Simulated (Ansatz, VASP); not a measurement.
C in VASP and in Ansatz

```
C
1.0
     0.00000    1.78337    1.78337
     1.78337    0.00000    1.78337
     1.78337    1.78337    0.00000
C
2
Direct
  0.00000 0.00000 0.00000
  0.25000 0.25000 0.25000
```

This isn't the form of C at room conditions, which is graphite.

Alike in both runs: task single point; functional PBE; k mesh 3 × 3 × 3; no spin polarisation.

|  | VASP | Ansatz |
| --- | --- | --- |
| version | VASP 6.6.1 | Ansatz 0.2.0 |
| potentials or method | VASP PAW PBE potentials, release 64 (C) | plane waves, PAW |
| plane-wave cutoff (eV) | 520 | 470 |
| occupations | gaussian, width 0.01 eV | fixed |
| valence electrons in the cell | 8 | 8 |

|  | VASP | Ansatz | Ansatz less VASP |
| --- | --- | --- | --- |
| gap on the k mesh at the Fermi level (eV) | 4.11 | 4.12 | +0.010 |

Caveats: the k mesh is coarse (spacing up to 1.02 Å⁻¹), so the values aren't converged; an odd mesh through Γ misses points on the zone boundary, where band edges often lie.
